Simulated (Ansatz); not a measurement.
# Work function of Nb(100): what the settings cost and change

Aim: the work function of Nb(100) against thickness and vacuum, with the cost.

Program: Ansatz 0.2.0. Level of theory: plane-wave DFT, PBE, Ansatz PAW. Results are calculated unless marked as measured.

Experimental background.

“Anisotropic work function of elemental crystals” (2019, arxiv:1902.07811) quotes from earlier work for Nb (clean (100) face, a compiled value): work function (clean (100) face, a compiled value) 3.97 eV.

## 1. The starting structure

The cell holds 1 atom: 1 Nb. Its edges and angles: a = 3.300 Å, b = 3.300 Å, c = 18.000 Å, α = 90.0°, β = 90.0°, γ = 90.0°. Vacuum lies along c.

## 2. Run, setting 1 layer

A work function rests on the faint tail of the density, so the SCF threshold is tight. The slab grows from one layer, at fixed mesh and 18 Å of vacuum; then the vacuum is varied on one slab.

Contents of input.yaml:

```yaml
crystal:
  lattice:
    - [3.3, 0.0, 0.0]
    - [0.0, 3.3, 0.0]
    - [0.0, 0.0, 18.0]
  atoms:
    - { symbol: Nb, position: [0.5, 0.5, 0.5] }
kpoints:
  mp_grid: { grid: [12, 12, 1] }
hamiltonian:
  xc: pbe
scf:
  occupations: { method: fermi_dirac, width: 0.1 }
  convergence: { dr2_threshold: 1.0e-09 }
efield:
  axis: 3
  dipole_correction: true
  ramp_position: 0.97
  ramp_width: 0.06
output:
  write_potential: true
  write_density: true
  volumetric_format: npy
  elf: true
```

Run with:

```
> ansatz run input.yaml --threads 2 --pin off --max-ram 3072MiB --backend cpu --events-out ev --progress --plain --runs-dir out
```

Numbers of over 12 decimals in the logs are rounded to 6 here.

What it wrote:

```text
Engine: ansatz 0.2.0, x86_64-unknown-linux-gnu
Pseudopotentials: kind: paw
Pseudopotential: Nb, paw, valence charge 13, recommended cutoff 420 eV (normal), Nb.paw.azcp
Functional definition: PBE
  parameter kappa = 0.804
  parameter beta = 0.066725
  exchange = pbe_x(kappa = kappa, mu = beta*pi^2/3)
  correlation = pbe_c(beta = beta)
Crystal: 1 atoms, lattice volume = 196.020 Å³
Basis set: ecut = 420 eV, 3861 PW (Γ)
Bands: 11, of which v1, the nominal top of the filled ones, is band 7 counted from 1 (6 counted from 0)
Symmetry: 8 space group operations
k-points: 28 of 144
Non-local potential: Nb, projectors of the file, l = 0: 3, l = 1: 2, l = 2: 2, l = 3: 1
PAW form: soft (Blöchl's): semilocal exchange-correlation on the pseudo side does not see the compensation charge
PAW one-centre angular grid: Nb, 590 points (default); XC on 64 Gauss nodes
Initial density: superposition of atomic densities (neutral atoms: chi_scale 0, normalization atom), corrected by the library's trained network
Initial wavefunctions: pseudopotential atomic-orbital guess
Functional: x = pbe(κ = 0.804, μ = 0.219515), c = pbe(β = 0.066725)
SCF iter   1: F=—  HF=-4547.708319 eV  |F-HF|=—  |Δ(HF+E_count)|=         —  Δρ=1.93e-3  dr2=6.85e-3  ethr=1.77e-3  p=0.000 e·Å  D=5.26e-15 V/Å  ΔV_dip=-0.00 eV  dr2_dipole=3.83e-12  V_vac-E_F(+/−)=4.22/4.22 eV  ⟨swp⟩=5.1  Hψ=1810  notcnv=0
efield: sawtooth ramp at fractional position 0.9700 (set: `efield.ramp_position`, or a place that a band, a saddle search or an elastic batch's reference lends), width 0.0600; the density the first Hamiltonian is built on has a dipole p = 0.000 e·Å; the dipole correction subtracts the counter field D = 5.26e-15 V/Å, which shifts the + side's vacuum level by -0.00 eV against the − side's; the planar-averaged density in the ramp window peaks in size at 1.5e-5 e/Å³
preconditioner: auto → LDOS  [metal: Δε(μ)=0.006 eV  Ē_g=2.479 eV  σ=0.100 eV  W_gap=0.01  n_scr=8 (ndim 8)  ℏωp=5.9 eV  f_vac=0.705  D(μ)=4.30/eV (n_scr^D=22)  β→1.0]
SCF iter   2: F=—  HF=-4547.708851 eV  |F-HF|=—  |Δ(HF+E_count)|=   5.32e-4  Δρ=1.14e-3  dr2=2.30e-3  ethr=5.27e-5  p=0.000 e·Å  D=6.71e-7 V/Å  ΔV_dip=-0.00 eV  dr2_dipole=3.32e-12  V_vac-E_F(+/−)=4.28/4.28 eV  ⟨swp⟩=2.8  Hψ=734  notcnv=0
SCF iter   3: F=—  HF=-4547.708412 eV  |F-HF|=—  |Δ(HF+E_count)|=   4.39e-4  Δρ=3.84e-4  dr2=3.34e-4  ethr=1.77e-5  p=0.000 e·Å  D=2.42e-7 V/Å  ΔV_dip=-0.00 eV  dr2_dipole=9.92e-13  V_vac-E_F(+/−)=4.27/4.27 eV  ⟨swp⟩=2.1  Hψ=486  notcnv=0
SCF iter   4: F=—  HF=-4547.708404 eV  |F-HF|=—  |Δ(HF+E_count)|=   8.66e-6  Δρ=1.48e-4  dr2=5.68e-5  ethr=2.57e-6  p=-0.000 e·Å  D=-9.84e-8 V/Å  ΔV_dip=0.00 eV  dr2_dipole=2.62e-13  V_vac-E_F(+/−)=4.26/4.26 eV  ⟨swp⟩=1.0  Hψ=308  notcnv=0
SCF iter   5: F=—  HF=-4547.708411 eV  |F-HF|=—  |Δ(HF+E_count)|=   7.56e-6  Δρ=2.66e-5  dr2=1.57e-6  ethr=4.37e-7  p=-0.000 e·Å  D=-4.11e-8 V/Å  ΔV_dip=0.00 eV  dr2_dipole=2.35e-14  V_vac-E_F(+/−)=4.26/4.26 eV  ⟨swp⟩=2.4  Hψ=393  notcnv=0
SCF iter   6: F=—  HF=-4547.708396 eV  |F-HF|=—  |Δ(HF+E_count)|=   1.53e-5  Δρ=5.24e-6  dr2=1.35e-7  ethr=1.21e-8  p=-0.000 e·Å  D=-2.46e-9 V/Å  ΔV_dip=0.00 eV  dr2_dipole=4.94e-16  V_vac-E_F(+/−)=4.26/4.26 eV  ⟨swp⟩=2.4  Hψ=502  notcnv=0
SCF iter   7: F=—  HF=-4547.708396 eV  |F-HF|=—  |Δ(HF+E_count)|=   6.44e-8  Δρ=1.81e-6  dr2=1.04e-8  ethr=1.04e-9  p=0.000 e·Å  D=6.45e-9 V/Å  ΔV_dip=-0.00 eV  dr2_dipole=1.71e-15  V_vac-E_F(+/−)=4.26/4.26 eV  ⟨swp⟩=2.0  Hψ=387  notcnv=0
SCF iter   8: F=-4547.708396 eV  HF=-4547.708396 eV  |F-HF|=1.13e-10  |Δ(HF+E_count)|=   7.08e-9  Δρ=4.36e-7  dr2=3.89e-10  ethr=7.69e-12  p=-0.000 e·Å  D=-4.00e-9 V/Å  ΔV_dip=0.00 eV  dr2_dipole=1.08e-14  V_vac-E_F(+/−)=4.26/4.26 eV  ⟨swp⟩=1.4  Hψ=966  notcnv=0
SCF 1 converged in 8 iterations: F = -4547.708396 eV  dr2 = 3.89e-10
  greatest PAW one-centre occupation: 0.998 electrons in one spin orbital (limit 2), on the Nb atom at site 0 (counted from 0), in its partial waves of l = 0
WARN: The output density's exchange-correlation potential varies sharply where the density is thin. Do not read a vacuum level from v_tot or v_xc, or from such a field of the output density. On a cell that repeats whose density bears no net charge and no dipole along the vacuum's axis use v_es (v_loc + v_h of the components); under efield.dipole_correction with no amplitude use v_es + v_field, which holds any externa [...]
SCF converged after 8 iterations
Free energy (F): -4547.708396 eV
Harris-Foulkes:  -4547.708396 eV  (|F-HF|=1.13e-10)
Internal energy: -4547.567780 eV  (E = F + TS)
E sigma→0 (E₀):  -4547.638088 eV
Entropy (-TS):   -0.140616 eV (-140.616 meV/atom)
Fermi energy:    -2.009747 eV
Dipole field:    D = 0.000000 V/Å  (p = 0.000000 e·Å, saw-weighted, corrected)
Work function:   Φ+ = 4.2581 eV   Φ− = 4.2581 eV
Levels:          The Fermi level and band energies are counted from a zero that moves with the ramp; work functions are not
--- Per-component energies (eV) ---
  E_band       = -330.172412
  E_kinetic    = 382.950865
  E_local      = -4433.622420  (includes V_loc(G=0)·N_el)
  E_nonlocal   = 122.834933
  E_hartree    = 1954.235528
  E_xc         = -168.230169
  E_vxc        = -203.064442  (∫ρ·V_xc dr)
  E_paw        = -3073.751287  (= ΣΔE_a)
  E_vpaw       = -107.741738  (= ΣTr[D̂ρ^β])
  E_aug_tail   = 0.000007  (compensation charges beyond the density's cutoff)
  E_efield     = 0.000000  (sawtooth field / dipole correction)
  E_vefield    = 0.000000  (∫n·V_field dr)
  E_ewald      = 668.014763
  E_smearing   = -0.140616  (= −TS)
  E_closure    = -0.000000  (closes the sum)
  Σ components = -4547.708396   (vs F -4547.708396, Δ=0.00e0)
--- Band table (eV; the first three rows and the last of 28) ---
  k-point 0: bands = [... 3 lower, -33.3051, -5.1450, -3.2164, -2.3223, -1.0088, -0.6844, -0.6844, 0.2925]
  k-point 1: bands = [... 3 lower, -33.3039, -5.0185, -3.1411, -2.2785, -1.3324, -0.6719, -0.3656, 0.1914]
  k-point 2: bands = [... 3 lower, -33.3006, -4.6679, -2.9144, -2.1492, -1.7758, -0.6375, -0.0677, 0.1001]
  k-point 27: bands = [... 3 lower, -33.5024, -3.4224, -2.2373, -2.2373, -1.1025, 1.1745, 2.3521, 2.3521]
```

Run time: 4.4 s. Hardware: 2 threads of Intel Xeon 6975P-C (Granite Rapids), shared host; peak memory 0.49 GiB; 7.3 s of CPU time.

In the SCF lines HF is the Harris–Foulkes energy and dr2 the Hartree energy of the density residual, in eV; the loop may stop once dr2 is under the threshold and the program's other checks hold. Hψ counts applications of the Hamiltonian.

Numbers from this step:

| Quantity | Value |
| --- | --- |
| energy at zero smearing | -4547.6381 eV |
| work function, upper face | 4.258 eV |

Running mean over 1.65 Å of the planar mean; the ramp of the sawtooth is left out. Electron's electrostatic potential energy less the Fermi level against z:

z (Å), electron's electrostatic potential energy less the Fermi level (eV) and a bar from the least value:
```
     2.88       4.26 ##############################
     3.31       4.26 ##############################
     3.74       4.26 ##############################
     4.18       4.26 ##############################
     4.61       4.25 ##############################
     5.04       4.25 ##############################
     5.47       4.23 ##############################
     5.90       4.19 ##############################
     6.19       4.12 ##############################
     6.62       3.90 #############################
     7.06       3.34 ############################
     7.49       1.88 #########################
     7.92      -1.53 #################
     8.35      -6.14 #######
     8.78      -9.34 
     9.22      -9.34 
     9.65      -6.14 #######
    10.08      -1.53 #################
    10.51       1.88 #########################
    10.94       3.34 ############################
    11.38       3.90 #############################
    11.81       4.12 ##############################
    12.10       4.19 ##############################
    12.53       4.23 ##############################
    12.96       4.25 ##############################
    13.39       4.25 ##############################
    13.82       4.26 ##############################
    14.26       4.26 ##############################
    14.69       4.26 ##############################
    15.12       4.26 ##############################
```

Valence density in the ca plane at fractional y = 0.500, with atoms of Nb within 0.2 Å of it. It is the smooth field of the valence electrons, not physical close to the nuclei.

Ten steps, logarithmic in the rise over the least value, from '0' (0.0 e/Å³) to '9' (4.9 e/Å³), each cell a mean:
```
00000000000000000012233321000000000000000000
00000000000000000012466531000000000000000000
00000000000000000013699852000000000000000000
00000000000000000014899962000000000000000000
00000000000000000013799952000000000000000000
00000000000000000012578741000000000000000000
00000000000000000012344421000000000000000000
00000000000000000011233321000000000000000000
```
Columns run along c (18.0 Å), rows up along a (3.3 Å). Atoms in or near the plane, at fractional coordinates: Nb at (0.50, 0.50).

ELF in the ca plane at fractional y = 0.500, with atoms of Nb within 0.2 Å of it. It is the smooth field of the valence electrons, not physical close to the nuclei.

Ten even steps from '0' (0.00) to '9' (0.74), each cell a mean:
```
00000000000000001355544455421000000000000000
00000000000000001122356532210000000000000000
00000000000000000001799931000000000000000000
00000000000000000001874950000000000000000000
00000000000000000001897940000000000000000000
00000000000000000111589731100000000000000000
00000000000000001233344433321000000000000000
00000000000000002456655566531000000000000000
```
Columns run along c (18.0 Å), rows up along a (3.3 Å). Atoms in or near the plane, at fractional coordinates: Nb at (0.50, 0.50).

Electrostatic potential energy in the ca plane at fractional y = 0.500, with atoms of Nb within 0.2 Å of it. With pseudopotentials it is smooth inside the atoms' cores, unlike the true potential.

Ten even steps from '0' (-39 eV) to '9' (2 eV), each cell a mean:
```
99999999999999999999988899999999999999999999
99999999999999999998744689999999999999999999
99999999999999999997300058999999999999999999
99999999999999999986000037999999999999999999
99999999999999999986100048999999999999999999
99999999999999999998511378999999999999999999
99999999999999999999876789999999999999999999
99999999999999999999998999999999999999999999
```
Columns run along c (18.0 Å; values clipped at the 3rd and 97th percentile), rows up along a (3.3 Å). Atoms in or near the plane, at fractional coordinates: Nb at (0.50, 0.50).

The work function is 4.258 eV.

## 3. Run, 2 atoms

System of this step: Nb(100). The cell holds 2 atoms: 2 Nb. Cell: a = 3.300 Å, b = 3.300 Å, c = 19.650 Å, α = 90.0°, β = 90.0°, γ = 90.0°. Vacuum lies along c.

input.yaml, the sections that differ from step 2:

```yaml
crystal:
  lattice:
    - [3.3, 0.0, 0.0]
    - [0.0, 3.3, 0.0]
    - [0.0, 0.0, 19.65]
  atoms:
    - { symbol: Nb, position: [0.5, 0.5, 0.4580152672] }
    - { symbol: Nb, position: [0.0, 0.0, 0.5419847328] }
output:
  write_potential: true
  write_density: true
  volumetric_format: npy
# kpoints, hamiltonian, scf, efield: as in step 2
```

What it wrote:

```text
[...]
Crystal: 2 atoms, lattice volume = 213.988 Å³
Basis set: ecut = 420 eV, 4217 PW (Γ)
Bands: 17, of which v1, the nominal top of the filled ones, is band 13 counted from 1 (12 counted from 0)
Symmetry: 8 space group operations
k-points: 28 of 144
[...]
k-point 0: bands = [... 9 lower, -2.7862, -2.7754, -0.3145, 0.3139, 0.3139, 0.4553, 0.5332, 1.0359]
  k-point 1: bands = [... 9 lower, -2.7773, -2.6323, -0.3666, 0.2821, 0.3463, 0.4641, 0.5978, 0.8341]
  k-point 2: bands = [... 9 lower, -2.7715, -2.2103, -0.4004, -0.0104, 0.1811, 0.4322, 0.8090, 0.8893]
  k-point 27: bands = [... 9 lower, -2.3022, -1.6275, -1.6275, 0.9230, 0.9230, 2.1929, 2.1929, 3.3978]
[key lines of the parts left out:]
SCF converged after 8 iterations
Free energy (F): -9100.951977 eV
Fermi energy:    0.018773 eV
Dipole field:    D = -0.000001 V/Å  (p = -0.000001 e·Å, saw-weighted, corrected)
Work function:   Φ+ = 3.8832 eV   Φ− = 3.8832 eV
```

Wall time 8.2 s (2 threads); peak memory 0.48 GiB; 14 s of CPU time.

The work function is 3.883 eV, -0.375 eV from the run “1 layer”, at 1.9 times its CPU time.

## 4. Run, 3 atoms

System of this step: Nb(100). The cell holds 3 atoms: 3 Nb. Cell: a = 3.300 Å, b = 3.300 Å, c = 21.300 Å, α = 90.0°, β = 90.0°, γ = 90.0°. Vacuum lies along c.

input.yaml, the sections that differ from step 3:

```yaml
crystal:
  lattice:
    - [3.3, 0.0, 0.0]
    - [0.0, 3.3, 0.0]
    - [0.0, 0.0, 21.3]
  atoms:
    - { symbol: Nb, position: [0.0, 0.0, 0.4225352113] }
    - { symbol: Nb, position: [0.5, 0.5, 0.5] }
    - { symbol: Nb, position: [0.0, 0.0, 0.5774647887] }
# kpoints, hamiltonian, scf, efield, output: as in step 3
```

What it wrote:

```text
[...]
Crystal: 3 atoms, lattice volume = 231.957 Å³
Basis set: ecut = 420 eV, 4583 PW (Γ)
Bands: 24, of which v1, the nominal top of the filled ones, is band 20 counted from 1 (19 counted from 0)
Symmetry: 8 space group operations
k-points: 28 of 144
[...]
--- Band table (eV; the first three rows and the last of 28) ---
  k-point 0: bands = [... 16 lower, 0.1569, 1.6299, 1.6349, 1.6772, 1.6772, 2.2032, 2.4608, 2.4608]
  k-point 1: bands = [... 16 lower, 0.1725, 1.4415, 1.6215, 1.6431, 1.7981, 1.8325, 2.4793, 2.7468]
  k-point 2: bands = [... 16 lower, 0.3275, 1.0857, 1.3659, 1.4373, 1.6877, 2.0742, 2.7204, 2.9260]
  k-point 27: bands = [... 16 lower, -0.0086, 0.5632, 0.5632, 3.1240, 3.1240, 3.5627, 3.8355, 4.7307]
[key lines of the parts left out:]
SCF converged after 9 iterations
Free energy (F): -13653.493324 eV
Fermi energy:    1.580382 eV
Dipole field:    D = -0.000000 V/Å  (p = -0.000000 e·Å, saw-weighted, corrected)
Work function:   Φ+ = 3.6592 eV   Φ− = 3.6592 eV
```

It took 12 s on 2 threads; peak memory 0.51 GiB.

The work function is 3.659 eV, -0.224 eV from the run “2 layers”, at 1.4 times its CPU time.

## 5. Run, 4 atoms

System of this step: Nb(100). The cell holds 4 atoms: 4 Nb. Cell: a = 3.300 Å, b = 3.300 Å, c = 22.950 Å, α = 90.0°, β = 90.0°, γ = 90.0°. Vacuum lies along c.

input.yaml, the sections that differ from step 4:

```yaml
crystal:
  lattice:
    - [3.3, 0.0, 0.0]
    - [0.0, 3.3, 0.0]
    - [0.0, 0.0, 22.95]
  atoms:
    - { symbol: Nb, position: [0.5, 0.5, 0.3921568627] }
    - { symbol: Nb, position: [0.0, 0.0, 0.4640522876] }
    - { symbol: Nb, position: [0.5, 0.5, 0.5359477124] }
    - { symbol: Nb, position: [0.0, 0.0, 0.6078431373] }
# kpoints, hamiltonian, scf, efield, output: as in step 4
```

What it wrote:

```text
[...]
Crystal: 4 atoms, lattice volume = 249.925 Å³
Basis set: ecut = 420 eV, 4965 PW (Γ)
Bands: 32, of which v1, the nominal top of the filled ones, is band 26 counted from 1 (25 counted from 0)
Symmetry: 8 space group operations
k-points: 28 of 144
[...]
k-point 0: bands = [... 22 lower, 2.3820, 2.6695, 2.8035, 2.8035, 2.9153, 3.1069, 3.1069, 3.1675, ... 2 higher]
  k-point 1: bands = [... 22 lower, 2.2316, 2.5709, 2.7134, 2.7220, 2.8355, 2.9996, 3.2667, 3.4379, ... 2 higher]
  k-point 2: bands = [... 22 lower, 2.0460, 2.2793, 2.4277, 2.4410, 2.7195, 3.3592, 3.4406, 3.4520, ... 2 higher]
  k-point 27: bands = [... 22 lower, 1.1499, 1.1499, 2.3894, 2.3894, 4.6614, 4.6614, 4.8897, 4.8897, ... 2 higher]
[key lines of the parts left out:]
SCF converged after 10 iterations
Free energy (F): -18205.658283 eV
Fermi energy:    2.725594 eV
Dipole field:    D = 0.000000 V/Å  (p = 0.000000 e·Å, saw-weighted, corrected)
Work function:   Φ+ = 3.7230 eV   Φ− = 3.7230 eV
```

It took 17 s on 2 threads; peak memory 0.59 GiB; 31 s of CPU time.

The work function is 3.723 eV, +0.064 eV from the run “3 layers”, at 1.6 times its CPU time.

## 6. Run, 5 atoms

System of this step: Nb(100). The cell holds 5 atoms: 5 Nb. Its edges and angles: a = 3.300 Å, b = 3.300 Å, c = 24.600 Å, α = 90.0°, β = 90.0°, γ = 90.0°. Vacuum lies along c.

input.yaml, the sections that differ from step 5:

```yaml
crystal:
  lattice:
    - [3.3, 0.0, 0.0]
    - [0.0, 3.3, 0.0]
    - [0.0, 0.0, 24.6]
  atoms:
    - { symbol: Nb, position: [0.0, 0.0, 0.3658536585] }
    - { symbol: Nb, position: [0.5, 0.5, 0.4329268293] }
    - { symbol: Nb, position: [0.0, 0.0, 0.5] }
    - { symbol: Nb, position: [0.5, 0.5, 0.5670731707] }
    - { symbol: Nb, position: [0.0, 0.0, 0.6341463415] }
# kpoints, hamiltonian, scf, efield, output: as in step 5
```

What it wrote:

```text
[...]
Crystal: 5 atoms, lattice volume = 267.894 Å³
Basis set: ecut = 420 eV, 5307 PW (Γ)
Bands: 39, of which v1, the nominal top of the filled ones, is band 33 counted from 1 (32 counted from 0)
Symmetry: 8 space group operations
k-points: 28 of 144
[...]
k-point 0: bands = [... 29 lower, 3.8536, 3.9017, 3.9017, 3.9968, 3.9968, 4.1720, 4.2331, 4.6529, ... 2 higher]
  k-point 1: bands = [... 29 lower, 3.6914, 3.7903, 3.7938, 3.7981, 4.1476, 4.2726, 4.3010, 4.3168, ... 2 higher]
  k-point 2: bands = [... 29 lower, 3.2862, 3.3844, 3.6532, 3.7730, 4.0850, 4.1430, 4.4704, 4.6093, ... 2 higher]
  k-point 27: bands = [... 29 lower, 2.6903, 2.6903, 3.9735, 3.9735, 5.8993, 5.9508, 5.9508, 5.9999, ... 2 higher]
[key lines of the parts left out:]
SCF converged after 10 iterations
Free energy (F): -22758.068846 eV
Fermi energy:    3.725879 eV
Dipole field:    D = -0.000000 V/Å  (p = -0.000000 e·Å, saw-weighted, corrected)
Work function:   Φ+ = 3.7252 eV   Φ− = 3.7252 eV
```

Elapsed: 25 s, on 2 threads; peak memory 0.64 GiB.

The work function is 3.725 eV, +0.002 eV from the run “4 layers”, at 1.4 times its CPU time.

## 7. Run, 6 atoms

System of this step: Nb(100). The cell holds 6 atoms: 6 Nb. Its edges and angles: a = 3.300 Å, b = 3.300 Å, c = 26.250 Å, α = 90.0°, β = 90.0°, γ = 90.0°. Vacuum lies along c.

input.yaml, the sections that differ from step 6:

```yaml
crystal:
  lattice:
    - [3.3, 0.0, 0.0]
    - [0.0, 3.3, 0.0]
    - [0.0, 0.0, 26.25]
  atoms:
    - { symbol: Nb, position: [0.5, 0.5, 0.3428571429] }
    - { symbol: Nb, position: [0.0, 0.0, 0.4057142857] }
    - { symbol: Nb, position: [0.5, 0.5, 0.4685714286] }
    - { symbol: Nb, position: [0.0, 0.0, 0.5314285714] }
    - { symbol: Nb, position: [0.5, 0.5, 0.5942857143] }
    - { symbol: Nb, position: [0.0, 0.0, 0.6571428571] }
# kpoints, hamiltonian, scf, efield, output: as in step 6
```

What it wrote:

```text
[...]
Crystal: 6 atoms, lattice volume = 285.862 Å³
Basis set: ecut = 420 eV, 5655 PW (Γ)
Bands: 47, of which v1, the nominal top of the filled ones, is band 39 counted from 1 (38 counted from 0)
Symmetry: 8 space group operations
k-points: 28 of 144
[...]
k-point 0: bands = [... 35 lower, 4.7256, 4.8132, 4.8132, 4.8146, 4.8146, 5.0187, 5.1618, 5.1618, ... 4 higher]
  k-point 1: bands = [... 35 lower, 4.5630, 4.6323, 4.6567, 4.7565, 4.9016, 4.9856, 5.0728, 5.2061, ... 4 higher]
  k-point 2: bands = [... 35 lower, 4.1687, 4.3264, 4.4780, 4.7160, 4.7249, 4.7737, 5.3327, 5.4954, ... 4 higher]
  k-point 27: bands = [... 35 lower, 3.1908, 4.0090, 4.0090, 5.2569, 5.2569, 6.8148, 6.8148, 6.9799, ... 4 higher]
[key lines of the parts left out:]
SCF converged after 10 iterations
Free energy (F): -27310.405162 eV
Fermi energy:    4.623934 eV
Dipole field:    D = 0.000000 V/Å  (p = 0.000001 e·Å, saw-weighted, corrected)
Work function:   Φ+ = 3.7253 eV   Φ− = 3.7254 eV
```

The job ended after 30 s (2 threads; peak memory 0.73 GiB; 49 s of CPU time).

The work function is 3.725 eV, +0.000 eV from the run “5 layers”, at 1.2 times its CPU time.

(Part 1 of 2 ends here.)

[Logs are printed without paths, hosts, clocks, repeated set-up lines and the standing remarks that a program may print on its own settings, such as how far it seeks lower states.]

[Hosts, paths, dates, database ids (printed as entryN), source tags and the programs' standing remarks are cut or masked in the printed files.]

[Maps of the electrostatic potential energy from Ansatz leave out the sawtooth potential of an applied field or a dipole correction, so their vacuum need not be flat; planar profiles and work functions include it.]
